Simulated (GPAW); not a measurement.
Runs of GPAW 26.7.0 on CdS (Hawleyite). Symmetry: F-43m, No. 216, cubic system. The conventional cell has a = 5.833 Å, b = 5.833 Å, c = 5.833 Å, α = 90.00°, β = 90.00°, γ = 90.00°. Cd (site symmetry -43m) has 4 S at 2.53 Å as nearest neighbours. Around S (site symmetry -43m) lie 4 Cd at 2.53 Å. 

| task | level | potentials or basis | spin | cutoff (eV) | band path | band points | spin axis theta (degrees) | spin axis phi (degrees) | soc after scf | grid spacing | gap on the mesh (eV) | pressure (GPa) | V0 of scaled cells (Å³/atom) | B0 (GPa) |
| --- | --- | --- | --- | --- | --- | --- | --- | --- | --- | --- | --- | --- | --- | --- |
| band structure | PBE | GPAW PAW data sets (gpaw-data 1.2.1), pw | SOC, no magnetisation | 600 | GXWKGLUWLK,UX | 60 | 0 | 0 | second variation | - | 1.11 | (b) | - | - |
| band structure | PBE | GPAW PAW data sets (gpaw-data 1.2.1), lcao:dzp | off | - | GXWKGLUWLK,UX | 60 | - | - | - | 0.16 Å | 1.16 | - | - | - |
| equation of state | PBE+D4 | GPAW PAW data sets (gpaw-data 1.2.1), pw | off | 600 | - | - | - | - | - | - | - | - | 24.98 | 60 |
| equation of state | PBE+D3(BJ) | GPAW PAW data sets (gpaw-data 1.2.1), pw | off | 600 | - | - | - | - | - | - | - | - | 24.98 | 60 |
| band structure | PBE | SG15 ONCV 1.2, pw | off | 1100 | GXWKGLUWLK,UX | 60 | - | - | - | - | 1.15 | (a) | - | - |

Alike in all rows: cell as given; k mesh 6 × 6 × 6; smearing fermi-dirac 0.05 eV.

Task: Estimate the missing entries.

Result: (a) 3.1; (b) 2.6.

Caveats: spin-orbit coupling was added after a scalar SCF, so levels and gaps hold it while energy, forces, pressure and moments don't (some runs); this program's spin-orbit splittings come out too wide for heavy elements (some runs); the basis of atomic orbitals isn't converged, which shifts pressures, moduli and gaps (some runs).

A k mesh can miss the band edges, and rows without SOC leave out spin-orbit coupling on Cd.

The runs don't all hold the same shells in valence.
